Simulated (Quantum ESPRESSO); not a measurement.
# Fe (P6_3/mmc) in Quantum ESPRESSO: further runs

Runs on Fe. Level: PBEsol. Tasks: phonons.

All numbers are computed with Quantum ESPRESSO 7.5; they aren't measurements. Logs are shortened: lines on timing, memory, paths and dates and some standing lists are left out, and cuts for length are marked.

## 1. The crystal as given

It takes space group P6_3/mmc (No. 194, hexagonal). Conventional cell: a = 2.434 Å, b = 2.434 Å, c = 3.842 Å, α = 90.00°, β = 90.00°, γ = 120.00°. Fe (site symmetry -6m2) is surrounded by 12 Fe at 2.38 to 2.43 Å.

This isn't the form of Fe at room conditions, which is bcc.

## 2. Phonons, PBEsol, collinear spin, ferromagnetic start

pw.in reads:

```
&CONTROL
  calculation = 'scf'
  prefix = 'pwscf'
  outdir = './tmp'
  pseudo_dir = './pseudo'
  tprnfor = .true.
  tstress = .true.
  disk_io = 'low'
/
&SYSTEM
  ibrav = 0
  celldm(1) = 8
  nat = 2
  ntyp = 1
  ecutwfc = 90
  nbnd = 27
  occupations = 'smearing'
  smearing = 'mv'
  degauss = 0.01469973
  nspin = 2
  starting_magnetization(1) = 0.1875
/
&ELECTRONS
  conv_thr = 4d-10
  electron_maxstep = 120
  mixing_beta = 0.3
/
ATOMIC_SPECIES
Fe    55.8450 Fe.upf
CELL_PARAMETERS alat
  0.5749863975497   0.0000000000000   0.0000000000000
 -0.2874931987866   0.4979528271122   0.0000000000000
  0.0000000000000   0.0000000000000   0.9075254921324
ATOMIC_POSITIONS crystal
Fe     0.6666666667    0.3333333333    0.7500000000
Fe     0.3333333333    0.6666666667    0.2500000000
K_POINTS automatic
10 10 6 0 0 0
```

relax.in reads:

```
&CONTROL
  calculation = 'vc-relax'
  prefix = 'pwscf'
  outdir = './tmp'
  pseudo_dir = './pseudo'
  tprnfor = .true.
  tstress = .true.
  disk_io = 'low'
  nstep = 40
  forc_conv_thr = 0.0001
  etot_conv_thr = 1d-06
/
&SYSTEM
  ibrav = 0
  celldm(1) = 8
  nat = 2
  ntyp = 1
  ecutwfc = 90
  nbnd = 27
  occupations = 'smearing'
  smearing = 'mv'
  degauss = 0.01469973
  nspin = 2
  starting_magnetization(1) = 0.1875
/
&ELECTRONS
  conv_thr = 4d-10
  electron_maxstep = 120
  mixing_beta = 0.3
/
&IONS
  ion_dynamics = 'bfgs'
/
&CELL
  cell_dynamics = 'bfgs'
  press = 0
  press_conv_thr = 0.2
/
ATOMIC_SPECIES
Fe    55.8450 Fe.upf
CELL_PARAMETERS alat
  0.5749863975518   0.0000000000068   0.0000000000000
 -0.2874931987818   0.4979528271070   0.0000000000000
  0.0000000000000   0.0000000000000   0.9075254921324
ATOMIC_POSITIONS crystal
Fe     0.6666666666    0.3333333332    0.7500000000
Fe     0.3333333332    0.6666666666    0.2500000000
K_POINTS automatic
10 10 6 0 0 0
```

scf2.in reads:

```
&CONTROL
  calculation = 'scf'
  prefix = 'pwscf'
  outdir = './tmp'
  pseudo_dir = './pseudo'
  tprnfor = .true.
  tstress = .true.
  disk_io = 'low'
/
&SYSTEM
  ibrav = 0
  celldm(1) = 8
  nat = 2
  ntyp = 1
  ecutwfc = 90
  nbnd = 27
  occupations = 'smearing'
  smearing = 'mv'
  degauss = 0.01469973
  nspin = 2
  starting_magnetization(1) = 0.1875
/
&ELECTRONS
  conv_thr = 1d-13
  electron_maxstep = 120
  mixing_beta = 0.3
  startingpot = 'file'
  startingwfc = 'file'
/
ATOMIC_SPECIES
Fe    55.8450 Fe.upf
CELL_PARAMETERS alat
  0.5743125673656   0.0000000000068   0.0000000000000
 -0.2871562836887   0.4973692730478   0.0000000000000
  0.0000000000000   0.0000000000000   0.9042389885488
ATOMIC_POSITIONS crystal
Fe     0.6666666665    0.3333333331    0.7500000000
Fe     0.3333333331    0.6666666665    0.2500000000
K_POINTS automatic
10 10 6 0 0 0
```

ph.in reads:

```
phonons of Fe
&INPUTPH
  prefix = 'pwscf'
  outdir = './tmp'
  tr2_ph = 1d-18
  fildyn = 'dyn'
  niter_ph = 90
  alpha_mix(1) = 0.4
/
0.0000000000 0.0000000000 0.0000000000
```

dynmat.in reads:

```
&INPUT
  fildyn = 'dyn'
  asr = 'crystal'
  filout = 'dynmat.disp'
  fileig = 'dynmat.eig'
/
```

Potentials or basis: PseudoDojo 0.4.1 SR PBEsol standard.

Command:

```bash
> OMP_NUM_THREADS=1 mpirun -n 4 pw.x -nk 4 -in pw.in > pw.out
> OMP_NUM_THREADS=1 mpirun -n 4 pw.x -nk 4 -in relax.in > relax.out
> OMP_NUM_THREADS=1 mpirun -n 4 pw.x -nk 4 -in scf2.in > scf2.out
> OMP_NUM_THREADS=1 mpirun -n 4 ph.x -nk 4 -in ph.in > ph.out
> OMP_NUM_THREADS=1 mpirun -n 1 dynmat.x -in dynmat.in > dynmat.out
```

pw.out:

```text
This program is part of the open-source Quantum ESPRESSO suite
     for quantum simulation of materials; please cite
[... 6 lines left out ...]
     using ibrav=0 with symmetry is DISCOURAGED, use correct ibrav instead

     K-points division:     npool     =       4
     Subspace diagonalization in iterative solution of the eigenvalue problem:
     a serial algorithm will be used

     G-vector sticks info
     --------------------
     sticks:   dense  smooth     PW     G-vecs:    dense   smooth      PW
     Sum         517     517    163                15319    15319    2575

     Using Slab Decomposition

     bravais-lattice index     =            0
     lattice parameter (alat)  =       8.0000  a.u.
     unit-cell volume          =     133.0377 (a.u.)^3
     number of atoms/cell      =            2
     number of atomic types    =            1
     number of electrons       =        32.00
     number of Kohn-Sham states=           27
     kinetic-energy cutoff     =      90.0000  Ry
     charge density cutoff     =     360.0000  Ry
     scf convergence threshold =      4.0E-10
     mixing beta               =       0.3000
     number of iterations used =            8  plain     mixing
     Exchange-correlation= PBESOL
                           (   1   4  10   8   0   0   0)

     celldm(1)=   8.000000  celldm(2)=   0.000000  celldm(3)=   0.000000
     celldm(4)=   0.000000  celldm(5)=   0.000000  celldm(6)=   0.000000

     crystal axes: (cart. coord. in units of alat)
               a(1) = (   0.574986   0.000000   0.000000 )
               a(2) = (  -0.287493   0.497953   0.000000 )
               a(3) = (   0.000000   0.000000   0.907525 )

     reciprocal axes: (cart. coord. in units 2 pi/alat)
               b(1) = (  1.739172  1.004111 -0.000000 )
               b(2) = (  0.000000  2.008222  0.000000 )
               b(3) = (  0.000000 -0.000000  1.101897 )

     PseudoPot. # 1 for Fe read from file:
     Fe.upf
     Pseudo is Norm-conserving + core correction, Zval = 16.0
     Generated using ONCVPSP code by D. R. Hamann
     Using radial grid of 1426 points,  6 beta functions with:
                l(1) =   0
                l(2) =   0
                l(3) =   1
                l(4) =   1
                l(5) =   2
                l(6) =   2

     atomic species   valence    mass     pseudopotential
     Fe               16.00    55.84500     Fe( 1.00)

     Starting magnetic structure
     atomic species   magnetization
     Fe              0.188

     24 Sym. Ops., with inversion, found (12 have fractional translation)

   Cartesian axes

     site n.     atom                  positions (alat units)
         1        Fe     tau(   1) = (   0.2874932   0.1659843   0.6806441  )
         2        Fe     tau(   2) = (  -0.0000000   0.3319686   0.2268814  )

     number of k points=    56  Marzari-Vanderbilt smearing, width (Ry)=  0.0147
                       cart. coord. in units 2pi/alat
        k(    1) = (   0.0000000   0.0000000   0.0000000), wk =   0.0016667
        k(    2) = (   0.0000000   0.0000000   0.1836496), wk =   0.0033333
        k(    3) = (   0.0000000   0.0000000   0.3672991), wk =   0.0033333
        k(    4) = (   0.0000000   0.0000000  -0.5509487), wk =   0.0016667
        k(    5) = (   0.0000000   0.2008222   0.0000000), wk =   0.0100000
        k(    6) = (   0.0000000   0.2008222   0.1836496), wk =   0.0200000
[... 48 lines left out ...]
        k(   55) = (   0.5217515   0.9037001   0.3672991), wk =   0.0200000
        k(   56) = (   0.5217515   0.9037001  -0.5509487), wk =   0.0100000

     Dense  grid:    15319 G-vectors     FFT dimensions: (  27,  27,  48)

     Generating pointlists ...
     new r_m :   0.2319 (alat units)  1.8554 (a.u.) for type    1

     Initial potential from superposition of free atoms

     starting charge      31.9993, renormalised to      32.0000
     Starting wfcs are   20 randomized atomic wfcs +    7 random wfcs

     Self-consistent Calculation

     iteration #  1     ecut=    90.00 Ry     beta= 0.30
     Davidson diagonalization with overlap
     ethr =  1.00E-02,  avg # of iterations =  3.8

     Threshold (ethr) on eigenvalues was too large:
     Diagonalizing with lowered threshold

     Davidson diagonalization with overlap
     ethr =  3.39E-04,  avg # of iterations =  1.3

     total energy              =    -500.78834682 Ry
     estimated scf accuracy    <       0.10976609 Ry

     total magnetization       =     4.22 Bohr mag/cell
     absolute magnetization    =     4.23 Bohr mag/cell

     iteration #  2     ecut=    90.00 Ry     beta= 0.30
     Davidson diagonalization with overlap
     ethr =  3.43E-04,  avg # of iterations =  1.2

     total energy              =    -500.80622122 Ry
     estimated scf accuracy    <       0.03330454 Ry

     total magnetization       =     4.18 Bohr mag/cell
     absolute magnetization    =     4.21 Bohr mag/cell

     iteration #  3     ecut=    90.00 Ry     beta= 0.30
     Davidson diagonalization with overlap
     ethr =  1.04E-04,  avg # of iterations =  1.2

     total energy              =    -500.81739056 Ry
     estimated scf accuracy    <       0.01840236 Ry

     total magnetization       =     3.79 Bohr mag/cell
     absolute magnetization    =     3.85 Bohr mag/cell

     iteration #  4     ecut=    90.00 Ry     beta= 0.30
     Davidson diagonalization with overlap
     ethr =  5.75E-05,  avg # of iterations =  1.1

     total energy              =    -500.82142690 Ry
     estimated scf accuracy    <       0.00987764 Ry

     total magnetization       =     2.92 Bohr mag/cell
     absolute magnetization    =     3.06 Bohr mag/cell

     iteration #  5     ecut=    90.00 Ry     beta= 0.30
     Davidson diagonalization with overlap
     ethr =  3.09E-05,  avg # of iterations =  1.0

     total energy              =    -500.59532199 Ry
     estimated scf accuracy    <       0.00951231 Ry
[... 178 lines left out ...]
     total energy              =    -500.86555610 Ry
     estimated scf accuracy    <       0.00000005 Ry

     total magnetization       =    -0.00 Bohr mag/cell
     absolute magnetization    =     0.00 Bohr mag/cell

     iteration # 24     ecut=    90.00 Ry     beta= 0.30
     Davidson diagonalization with overlap
     ethr =  1.61E-10,  avg # of iterations =  2.0

     total energy              =    -500.86555618 Ry
     estimated scf accuracy    <          1.7E-09 Ry

     total magnetization       =    -0.00 Bohr mag/cell
     absolute magnetization    =     0.00 Bohr mag/cell

     iteration # 25     ecut=    90.00 Ry     beta= 0.30
     Davidson diagonalization with overlap
     ethr =  5.21E-12,  avg # of iterations =  1.8

     total energy              =    -500.86555619 Ry
     estimated scf accuracy    <          4.9E-10 Ry

     total magnetization       =    -0.00 Bohr mag/cell
     absolute magnetization    =     0.00 Bohr mag/cell

     iteration # 26     ecut=    90.00 Ry     beta= 0.30
     Davidson diagonalization with overlap
     ethr =  1.52E-12,  avg # of iterations =  2.0

     Magnetic moment per site  (integrated on atomic sphere of radius R)
     atom   1 (R=0.232)  charge= 14.3736  magn= -0.0000
     atom   2 (R=0.232)  charge= 14.3736  magn= -0.0000

     End of self-consistent calculation

     Number of k-points >= 100: set verbosity='high' to print the bands.

     the Fermi energy is    21.8355 ev

!    total energy              =    -500.86555619 Ry
     estimated scf accuracy    <          1.1E-10 Ry
     smearing contrib. (-TS)   =      -0.00055591 Ry
     internal energy E=F+TS    =    -500.86500028 Ry

     The total energy is F=E-TS. E is the sum of the following terms:
     one-electron contribution =    -177.85110166 Ry
     hartree contribution      =     112.25640512 Ry
     xc contribution           =     -70.37381572 Ry
     ewald contribution        =    -364.89648802 Ry

     total magnetization       =    -0.00 Bohr mag/cell
     absolute magnetization    =     0.00 Bohr mag/cell

     convergence has been achieved in  26 iterations

     Forces acting on atoms (cartesian axes, Ry/au):

     atom    1 type  1   force =     0.00000000   -0.00000000    0.00000000
     atom    2 type  1   force =     0.00000000    0.00000000    0.00000000

     Total force =     0.000000     Total SCF correction =     0.000000

     Computing stress (Cartesian axis) and pressure

          total   stress  (Ry/bohr**3)                   (kbar)     P=      -19.58
  -0.00010287  -0.00000000   0.00000000          -15.13       -0.00        0.00
  -0.00000000  -0.00010287   0.00000000           -0.00      -15.13        0.00
   0.00000000   0.00000000  -0.00019355            0.00        0.00      -28.47

=------------------------------------------------------------------------------=
   JOB DONE.
=------------------------------------------------------------------------------=
```

relax.out:

```text
This program is part of the open-source Quantum ESPRESSO suite
     for quantum simulation of materials; please cite
[... 6 lines left out ...]
     using ibrav=0 with symmetry is DISCOURAGED, use correct ibrav instead

     K-points division:     npool     =       4
[... 1109 lines left out ...]
  -0.00000151  -0.00000000   0.00000000           -0.22       -0.00        0.00
  -0.00000000  -0.00000151  -0.00000000           -0.00       -0.22       -0.00
   0.00000000  -0.00000000  -0.00000257            0.00       -0.00       -0.38

=------------------------------------------------------------------------------=
   JOB DONE.
=------------------------------------------------------------------------------=
```

It took 9.5 min on 4 MPI ranks of AMD EPYC 7R43 (Zen 3), shared host; peak memory 0.32 GiB.

Results:

* Free energy: -6814.6238 eV
* Relaxed volume: 9.80 Å³/atom
* Relaxed cell: a = 2.431 Å, b = 2.431 Å, c = 3.828 Å, α = 90.00°, β = 90.00°, γ = 120.00°
* Space group after relaxing (to 0.05 Å): P6_3/mmc (No. 194)
* Pressure after relaxing: 0.0 GPa
* Band gap on the k mesh: none (metal or under the smearing width)
* Net moment: 0.00 μB per cell
* Absolute moment: 0.00 μB per cell
* Valence electrons inside the program's atomic spheres: Fe 14.37
* Highest phonon frequency at Γ: 332 cm⁻¹

Step by step:
```
step  energy change (eV)  largest force (eV/Å)  pressure (GPa)  volume (Å³)
   1              0.0000                0.0000           -1.96        19.71
   2             -0.0005                0.0000            1.34        19.52
   3             -0.0009                0.0000           -0.01        19.60
   4             -0.0009                0.0000            0.00        19.60
```

Final structure:
```
Fe
1.0
     2.43130    0.00000    0.00000
    -1.21565    2.10557    0.00000
     0.00000    0.00000    3.82802
Fe
2
Direct
  0.66667 0.33333 0.75000
  0.33333 0.66667 0.25000
```

Phonon frequencies in cm⁻¹ (negative: imaginary):
| q point | frequencies |
| --- | --- |
| (0.000, 0.000, 0.000) | -1 -1 1 242 242 332 |

Optical modes at Γ, degenerate ones joined:
```
cm⁻¹  components  symmetry  active in
 242           2       E2g      Raman
 332           1       B1g     silent
```

Caveat: the mesh is thin for the phonons of a metal; the starting moments collapsed, and a magnetic state may lie lower.

(Part 1 of 3 ends here.)
